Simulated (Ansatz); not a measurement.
Crystal: Ge.

```
Ge
1.0
    -2.49590    2.65086    1.43695
     2.49590   -2.65086    1.43695
     2.49590    2.65086   -1.43695
Ge
2
Direct
  0.31406 0.06406 0.25000
  0.68594 0.93594 0.75000
```

This isn't the form of Ge at room conditions, which is diamond.

Base run:

```yaml
Program: Ansatz 0.2.0
Functional: LDA
Potentials_or_basis: all-electron LAPW, scalar-relativistic
Cutoff: 253 eV (chosen from the basis error)
Basis_error_allowed: 0.001 eV/atom
k_mesh: 11 × 11 × 11
Occupations: fermi-dirac, width 0.05 eV
Spin: no spin polarisation
```

Its results: pressure -4.2 GPa; largest force 0.068 eV/Å.

**Question.** The run is repeated on the same cell with these changes: functional from LDA to PBEsol. What comes out?

**Answer.** Pressure -2.5 GPa; largest force 0.059 eV/Å.

PBEsol binds less tightly than LDA, so the same cell stands under more pressure.
